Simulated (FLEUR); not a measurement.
# Ni under changes of volume

One of the cells (10.597 Å³/atom); the others are scaled copies at fixed shape and fractional positions:

```xyz
1
Lattice="-1.3837 1.3837 1.3837 1.3837 -1.3837 1.3837 1.3837 1.3837 -1.3837" Properties=species:S:1:pos:R:3 pbc="T T T"
Ni    0.0000    0.0000    0.0000
```

This isn't the form of Ni at room conditions, which is fcc.

- Program: FLEUR MaX-R8.1 (later development tree)
- Functional: r2SCAN
- Potentials or basis: all-electron
- Basis: FLAPW
- Kmax: 4.78 1/bohr
- k mesh: 13 × 13 × 13
- Occupations: fermi-dirac, width 0.05 eV
- Spin: collinear spin, ferromagnetic start
- Starting moments: [1.0] μB

```tsv
volume (Å³/atom)	energy over the lowest point (meV/atom)	moment (μB per cell)
9.962	?	?
10.174	11.98	0.65
10.597	0.00	0.65
11.021	11.17	0.66
11.233	23.74	0.66
```

Question: What does the run at 9.962 Å³/atom give?

Answer: Energy over the lowest point 28.23 meV/atom; moment 0.64 μB per cell.

Worked out: A Birch-Murnaghan fit of order 2 (a polynomial in V^(-2/3)) to the other rows has its minimum at 10.59 Å³/atom with B0 = V·E''(V) = 216 GPa. It gives 28.04 meV/atom at 9.962 Å³/atom, against the run's 28.23. A straight line through the other rows of the moment, of slope 0.0112 μB per Å³/atom, extrapolates to 0.65 μB, against the run's 0.64.

Energies are extrapolated to zero smearing.

Caveats: the meta-GGA is that of a development version, with a GGA for the radial functions and cores and without core tails.
